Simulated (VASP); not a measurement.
Crystal: Si.

```
Si
1.0
     2.66558    0.00000    0.00000
    -1.33279    2.30846    0.00000
     0.00000    0.00000    4.50627
Si
2
Direct
  0.33333 0.66667 0.25000
  0.66667 0.33333 0.75000
```

This isn't the form of Si at room conditions, which is diamond.

```yaml
Program: VASP 6.6.1
Task: relaxation of cell and atoms
Functional: PBE
Potentials_or_basis: VASP PAW PBE potentials, release 64 (Si)
Cutoff: 300 eV
k_mesh: 9 × 9 × 4
Occupations: methfessel-paxton, width 0.1 eV
Spin: no spin polarisation
```

At the start: pressure 2.8 GPa; volume 13.86 Å³/atom.

Problem. How do energy, volume and symmetry change on relaxing?

Solution. Over 5 steps the energy falls by 7.1 meV/atom and the volume is 14.24 Å³/atom (+2.7 %); space group P6_3/mmc (No. 194, to 0.05 Å).

Step by step:
```
step  energy change (eV)  largest force (eV/Å)  pressure (GPa)  volume (Å³)
   1              0.0000                0.0000            2.82        27.73
   2             -0.0027                0.0000           -0.72        28.71
   3             -0.0133                0.0000            0.87        28.24
   4             -0.0141                0.0000           -0.25        28.56
   5             -0.0142                0.0000            0.00        28.48
```

Final structure:
```cif
data_structure
_symmetry_space_group_name_H-M 'P 1'
_symmetry_Int_Tables_number 1
_cell_length_a 2.7038
_cell_length_b 2.7038
_cell_length_c 4.4991
_cell_angle_alpha 90.000
_cell_angle_beta 90.000
_cell_angle_gamma 120.000
_cell_volume 28.48
loop_
_atom_site_label
_atom_site_type_symbol
_atom_site_fract_x
_atom_site_fract_y
_atom_site_fract_z
_atom_site_occupancy
Si1 Si 0.33333 0.66667 0.25000 1
Si2 Si 0.66667 0.33333 0.75000 1
```

Caveat: the cutoff is under 1.25 times the usual one of these potentials, so pressure, stress and relaxed cells hold a basis-set (Pulay) error.
